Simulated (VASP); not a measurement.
# Si5Ru (P6/mmm) in VASP: a series of runs

One crystal, Si5Ru, is run at these levels: PBE; tasks: single point, relaxation of cell and atoms.

Program: VASP 6.6.1. These are calculated values, not measurements. Logs are shortened: lines on timing, memory, paths and dates and some standing lists are left out, and cuts for length are marked.

**1. The cell of the first run**

The structure is hexagonal, space group P6/mmm (No. 191). The conventional cell has a = 4.714 Å, b = 4.714 Å, c = 4.727 Å, α = 90.00°, β = 90.00°, γ = 120.00°. Si (site symmetry mmm) is surrounded by 4 Si at 2.36 Å. Si (site symmetry -6m2) has 9 Si at 2.72 to 2.73 Å and 3 Ru at 2.72 Å as nearest neighbours. Ru (site symmetry 6/mmm) has 6 Si at 2.72 Å as nearest neighbours.

The cell was built by a generator and needn't be a form met in nature.

**2. Single point, PBE (random cell by space group and Wyckoff sites (P6/mmm, No. 191))**

INCAR reads:

```
SYSTEM = Si5Ru
PREC = Accurate ; ENCUT = 520
EDIFF = 1E-6 ; ISMEAR = 0
SIGMA = 0.1 ; LREAL = .False.
LASPH = .True. ; NELM = 80
ALGO = Fast ; ISIF = 2
LWAVE = .False. ; LCHARG = .False.
GGA = PE ; NBANDS = 26
```

KPOINTS reads:

```
Automatic mesh
0
Gamma
  9 9 8
  0 0 0
```

POSCAR reads:

```
Si5Ru
1.0
    4.7139594990      0.0000000000      0.0000000000
   -2.3569797495      4.0824086785      0.0000000000
    0.0000000000      0.0000000000      4.7272339524
Si Ru
5 1
Direct
    0.5000000000      0.0000000000      0.5000000000
    0.0000000000      0.5000000000      0.5000000000
    0.5000000000      0.5000000000      0.5000000000
    0.3333333333      0.6666666667      0.0000000000
    0.6666666667      0.3333333333      0.0000000000
    0.0000000000      0.0000000000      0.0000000000
```

Potentials or basis: VASP PAW PBE potentials, release 64 (Si, Ru_pv).

The run is started by

```sh
$ cat potpaw_PBE.64/Si/POTCAR potpaw_PBE.64/Ru_pv/POTCAR > POTCAR
$ mpirun -np 1 vasp_std > vasp.out
```

OUTCAR:

```text
SYSTEM = Si5Ru
   PREC = Accurate
   ENCUT = 520
   EDIFF = 1E-6
   ISMEAR = 0
   LREAL = .False.
   LASPH = .True.
   NELM = 80
   ISIF = 2
   GGA = PE

 ion  position               nearest neighbor table
   1  0.500  0.000  0.500-   2 2.36   3 2.36   3 2.36   2 2.36   4 2.73   5 2.73   4 2.73   5 2.73

   2  0.000  0.500  0.500-   1 2.36   1 2.36   3 2.36   3 2.36   4 2.73   5 2.73   4 2.73   5 2.73

   3  0.500  0.500  0.500-   1 2.36   1 2.36   2 2.36   2 2.36   4 2.73   5 2.73   4 2.73   5 2.73

   4  0.333  0.667  0.000-   5 2.72   6 2.72   5 2.72   6 2.72   6 2.72   5 2.72   1 2.73   1 2.73
                             2 2.73   2 2.73   3 2.73   3 2.73
   5  0.667  0.333  0.000-   4 2.72   6 2.72   4 2.72   6 2.72   6 2.72   4 2.72   1 2.73   1 2.73
                             2 2.73   2 2.73   3 2.73   3 2.73
   6  0.000  0.000  0.000-   4 2.72   5 2.72   4 2.72   5 2.72   5 2.72   4 2.72

  LATTYP: Found a hexagonal cell.
 ALAT       =     4.7139594990
 C/A-ratio  =     1.0028159880

  Lattice vectors:

 A1 = (   4.7139594990,   0.0000000000,   0.0000000000)
 A2 = (  -2.3569797495,   4.0824086785,   0.0000000000)
 A3 = (   0.0000000000,   0.0000000000,   4.7272339524)

Analysis of symmetry for initial positions (statically):
=====================================================================
 Subroutine PRICEL returns:
 Original cell was already a primitive cell.

 Routine SETGRP: Setting up the symmetry group for a
 hexagonal supercell.

 Subroutine GETGRP returns: Found 24 space group operations
 (whereof 24 operations were pure point group operations)
 out of a pool of 24 trial point group operations.

The static configuration has the point symmetry D_6h.

Analysis of symmetry for dynamics (positions and initial velocities):
=====================================================================
 Subroutine PRICEL returns:
 Original cell was already a primitive cell.

 Routine SETGRP: Setting up the symmetry group for a
 hexagonal supercell.

 Subroutine GETGRP returns: Found 24 space group operations
 (whereof 24 operations were pure point group operations)
 out of a pool of 24 trial point group operations.

The dynamic configuration has the point symmetry D_6h.

 Subroutine INISYM returns: Found 24 space group operations
 (whereof 24 operations are pure point group operations),
 and found     1 'primitive' translations

----------------------------------------------------------------------------------------

                                     Primitive cell

  volume of cell :      90.9724

  direct lattice vectors                    reciprocal lattice vectors
     4.713959499  0.000000000  0.000000000     0.212135891  0.122476714  0.000000000
    -2.356979750  4.082408679  0.000000000     0.000000000  0.244953428  0.000000000
     0.000000000  0.000000000  4.727233952     0.000000000  0.000000000  0.211540197

  length of vectors
     4.713959499  4.713959499  4.727233952     0.244953428  0.244953428  0.211540197

  position of ions in fractional coordinates (direct lattice)
     0.500000000  0.000000000  0.500000000
     0.000000000  0.500000000  0.500000000
     0.500000000  0.500000000  0.500000000
     0.333333333  0.666666667  0.000000000
     0.666666667  0.333333333  0.000000000
     0.000000000  0.000000000  0.000000000

  ion indices of the primitive-cell ions
   primitive index   ion index
                 1           1
                 2           2
                 3           3
                 4           4
                 5           5
                 6           6

----------------------------------------------------------------------------------------

 KPOINTS: Automatic mesh

Automatic generation of k-mesh.
 Grid dimensions read from file:
 generate k-points for:    9    9    8

 Generating k-lattice:

  Cartesian coordinates                     Fractional coordinates (reciprocal lattice)
     0.023570655  0.013608524  0.000000000     0.111111111  0.000000000  0.000000000
     0.000000000  0.027217048  0.000000000     0.000000000  0.111111111  0.000000000
     0.000000000  0.000000000  0.026442525     0.000000000  0.000000000  0.125000000

  Length of vectors
     0.027217048  0.027217048  0.026442525

  Shift w.r.t. Gamma in fractional coordinates (k-lattice)
     0.000000000  0.000000000  0.000000000

 Subroutine IBZKPT returns following result:
 ===========================================

 Found     60 irreducible k-points:

 Following reciprocal coordinates:
            Coordinates               Weight
  0.000000  0.000000  0.000000      1.000000
  0.111111 -0.000000  0.000000      6.000000
  0.222222  0.000000  0.000000      6.000000
  0.333333 -0.000000  0.000000      6.000000
  0.444444  0.000000  0.000000      6.000000
  0.111111  0.111111  0.000000      6.000000
[... 16 lines left out ...]
  0.333333  0.222222  0.125000     24.000000
  0.333333  0.333333  0.125000      4.000000
 [... further k-points ...]
   k-points           NKPTS =     60   k-points in BZ     NKDIM =     60   number of bands    NBANDS=     26
   number of dos      NEDOS =    301   number of ions     NIONS =      6
   total plane-waves  NPLWV =  46656
   dimension x,y,z NGX =    36 NGY =   36 NGZ =   36
   dimension x,y,z NGXF=    72 NGYF=   72 NGZF=   72
   ions per type =               5   1
   NGX,Y,Z   is equivalent  to a cutoff of  12.70, 12.70, 12.66 a.u.
   NGXF,Y,Z  is equivalent  to a cutoff of  25.39, 25.39, 25.32 a.u.
 SYSTEM =  Si5Ru
   PREC   = accura    normal or accurate (medium, high low for compatibility)
   ISTART =      0    job   : 0-new  1-cont  2-samecut
   ICHARG =      2    charge: 1-file 2-atom 10-const
   ISPIN  =      1    spin polarized calculation?
   LNONCOLLINEAR =      F non collinear calculations
   LSORBIT =      F    spin-orbit coupling
   LASPH  =      T    aspherical Exc in radial PAW
   ENCUT  =  520.0 eV  38.22 Ry    6.18 a.u.   8.76  8.76  8.79*2*pi/ulx,y,z
   NELM   =     80;   NELMIN=  2; NELMDL= -5     # of ELM steps
   EDIFF  = 0.1E-05   stopping-criterion for ELM
   LREAL  =      F    real-space projection
   EDIFFG = 0.1E-04   stopping-criterion for IOM
   NSW    =      0    number of steps for IOM
   IBRION =     -1    ionic relax: 0-MD 1-quasi-New 2-CG
   NFREE  =      0    steps in history (QN), initial steepest desc. (CG)
   ISIF   =      2    stress and relaxation
   ISYM   =      2    0-nonsym 1-usesym 2-fastsym
   POTIM  = 0.5000    time-step for ionic-motion
   TEBEG  =    0.0;   TEEND  =   0.0 temperature during run
   PSTRESS=    0.0 pullay stress
   NELECT =      34.0000    total number of electrons
   NUPDOWN=      -1.0000    fix difference up-down
   EMIN   =  10.00;   EMAX   =-10.00  energy-range for DOS
   EFERMI =   0.00;   METHOD = LEGACY
   ISMEAR =     0;   SIGMA  =   0.10  broadening in eV -4-tet -1-fermi 0-gaus
   EFERMI_NEDOS =   21; number of points for ismear=-14 and -15
   IALGO  =     68    algorithm
   IMIX   =      4    mixing-type and parameters
     AMIX     =   0.40;   BMIX     =  1.00
     AMIX_MAG =   1.60;   BMIX_MAG =  1.00
  volume/ion in A,a.u.               =      15.16       102.32
  Fermi-wavevector in a.u.,A,eV,Ry     =   1.179229  2.228419 18.919990  1.390580
  Thomas-Fermi vector in A             =   2.315543
   LORBIT       =      0    0 simple, 1 ext, 2 COOP (PROOUT), +10 PAW based schemes
   GGA     = PE    functional components
   LHFCALC =     F    Hartree Fock is set to
   AEXX    =    0.0000 exact exchange contribution
   IVDW    =     0    specifies the selected vdW correction
   LEPSILON=     F    determine dielectric tensor
   LRPA    =     F    only Hartree local field effects (RPA)
 non-spin polarized calculation
 RMM-DIIS sequential band-by-band and
 Gauss-broadening in eV      SIGMA  =   0.10
  energy-cutoff  :      520.00
  volume of cell :       90.97
 maximum number of plane-waves:      2473
 NGX is ok and might be reduce to    36
   NGX = 17   NGY = 17   NGZ = 17

 number of electron      33.9999996 magnetization

 Free energy of the ion-electron system (eV)
  ---------------------------------------------------
  ext. energy  EPLUGINS =         0.00000000
  ---------------------------------------------------
  free energy    TOTEN  =       -32.51108442 eV

  energy without entropy =      -32.49589224  energy(sigma->0) =      -32.50348833

 E-fermi :   9.6576     XC(G=0): -11.2930

 val. band max:        9.6575589915   @ k =   0.2222   0.2222   0.2500
 cond. band min:       9.6790758813   @ k =   0.3333   0.1111   0.2500
 fundamental gap:      0.0215168898
 Fermi energy:         9.6576440258

 k-point     1 :       0.0000    0.0000    0.0000
  band No.  band energies     occupation
      1     -32.7546      2.00000
      2     -32.7546      2.00000
      3     -32.5393      2.00000
      4      -4.3939      2.00000
      5       1.5072      2.00000
      6       1.7569      2.00000
[... 18 lines left out ...]
     25      11.9971      0.00000
     26      16.4124      0.00000

 k-point     2 :       0.1111   -0.0000    0.0000
  band No.  band energies     occupation
      1     -32.7548      2.00000
      2     -32.7546      2.00000
      3     -32.5392      2.00000
      4      -4.2983      2.00000
      5       1.1266      2.00000
      6       1.6125      2.00000
[... 18 lines left out ...]
     25      13.0596      0.00000
     26      15.4312      0.00000

 k-point     3 :       0.2222    0.0000    0.0000
  band No.  band energies     occupation
      1     -32.7552      2.00000
      2     -32.7547      2.00000
      3     -32.5392      2.00000
      4      -4.0177      2.00000
      5       0.1081      2.00000
      6       1.9225      2.00000
[... 18 lines left out ...]
     25      14.0302      0.00000
     26      14.6110      0.00000

 k-point     4 :       0.3333   -0.0000    0.0000
  band No.  band energies     occupation
      1     -32.7557      2.00000
      2     -32.7549      2.00000
      3     -32.5392      2.00000
      4      -3.5779      2.00000
      5      -0.8717      2.00000
      6       2.4146      2.00000
[... 18 lines left out ...]
     25      14.2452      0.00000
     26      15.3087      0.00000

 k-point     5 :       0.4444    0.0000    0.0000
  band No.  band energies     occupation
      1     -32.7561      2.00000
      2     -32.7549      2.00000
      3     -32.5391      2.00000
      4      -3.0900      2.00000
      5      -1.6383      2.00000
      6       2.7639      2.00000
[... 18 lines left out ...]
     25      15.2440      0.00000
     26      16.3884      0.00000

 k-point     6 :       0.1111    0.1111    0.0000
  band No.  band energies     occupation
      1     -32.7551      2.00000
      2     -32.7547      2.00000
      3     -32.5392      2.00000
      4      -4.1100      2.00000
      5       0.3966      2.00000
      6       1.8187      2.00000
[... 427 lines left out ...]
 k-point    21 :       0.4444    0.1111    0.1250
  band No.  band energies     occupation
      1     -32.7561      2.00000
      2     -32.7551      2.00000
      3     -32.5392      2.00000
      4      -2.8244      2.00000
      5      -1.7322      2.00000
      6       2.0876      2.00000
[... 18 lines left out ...]
     25      14.8067      0.00000
     26      16.2442      0.00000

 k-point    22 :       0.2222    0.2222    0.1250
  band No.  band energies     occupation
      1     -32.7558      2.00000
      2     -32.7551      2.00000
      3     -32.5392      2.00000
      4      -3.2330      2.00000
      5      -1.1115      2.00000
      6       1.6469      2.00000
[... 18 lines left out ...]
     25      14.9580      0.00000
     26      15.8948      0.00000

 k-point    23 :       0.3333    0.2222    0.1250
  band No.  band energies     occupation
      1     -32.7559      2.00000
      2     -32.7553      2.00000
      3     -32.5392      2.00000
      4      -2.7356      2.00000
      5      -1.7504      2.00000
      6       1.6690      2.00000
[... 18 lines left out ...]
     25      15.5798      0.00000
     26      15.7274      0.00000

 k-point    24 :       0.3333    0.3333    0.1250
  band No.  band energies     occupation
      1     -32.7556      2.00000
      2     -32.7556      2.00000
      3     -32.5392      2.00000
      4      -2.2446      2.00000
      5      -2.2446      2.00000
      6       1.4225      2.00000
[... 18 lines left out ...]
     25      15.7058      0.00000
     26      15.7469      0.00000

 [... further k-points ...]

------------------------ aborting loop because EDIFF is reached ----------------------------------------

  FORCE on cell =-STRESS in cart. coord.  units (eV):
  Direction    XX          YY          ZZ          XY          YZ          ZX
  --------------------------------------------------------------------------------------
  -------------------------------------------------------------------------------------
  Total       -0.0656283     -0.0656283     -0.0048845     -0.0000000     -0.0000000      0.0000000
  in kB       -1.1558262     -1.1558262     -0.0860250     -0.0000000     -0.0000000      0.0000000
  external PRESSURE =      -0.7992258 kB  Pullay stress =       0.0000000 kB

 VOLUME and BASIS-vectors are now :
 -----------------------------------------------------------------------------
  energy-cutoff  :      520.00
  volume of cell :       90.97
      direct lattice vectors                 reciprocal lattice vectors
     4.713959499  0.000000000  0.000000000     0.212135891  0.122476714  0.000000000
    -2.356979750  4.082408679  0.000000000     0.000000000  0.244953428  0.000000000
     0.000000000  0.000000000  4.727233952     0.000000000  0.000000000  0.211540197

 POSITION                                       TOTAL-FORCE (eV/Angst)
 -----------------------------------------------------------------------------------
      2.35698      0.00000      2.36362         0.000000      0.000000     -0.000000
     -1.17849      2.04120      2.36362         0.000000      0.000000     -0.000000
      1.17849      2.04120      2.36362         0.000000      0.000000     -0.000000
     -0.00000      2.72161      0.00000         0.000000     -0.000000     -0.000000
      2.35698      1.36080      0.00000        -0.000000      0.000000      0.000000
      0.00000      0.00000      0.00000         0.000000      0.000000     -0.000000
 -----------------------------------------------------------------------------------
    total drift:                                0.000000     -0.000000     -0.000000

  FREE ENERGIE OF THE ION-ELECTRON SYSTEM (eV)
  ---------------------------------------------------
  free  energy   TOTEN  =       -32.5110844210 eV

  energy  without entropy=      -32.4958922353  energy(sigma->0) =      -32.50348833
```

Wall time 95 s (1 thread of Intel Xeon Platinum 8488C (Sapphire Rapids), shared host); peak memory 0.27 GiB.

What came out:

```yaml
Free_energy: -32.5111 eV
Pressure: -0.1 GPa
Band_gap_on_the_k_mesh: none (metal or under the smearing width)
```

Stress tensor (GPa, compression positive):
```
-0.12  0.00  0.00
 0.00 -0.12  0.00
 0.00  0.00 -0.01
```

Levels at points of the mesh, in eV from the Fermi level:
```tsv
k point	band 15	band 16	band 17	band 18	band 19	band 20
(0.00, 0.00, 0.00)	-1.68	-1.44	-1.33	-0.82	0.70	0.70
(0.00, 0.00, 0.50)	-0.40	-0.40	0.06	0.06	0.24	0.90
```

[end of part 1 of 2]
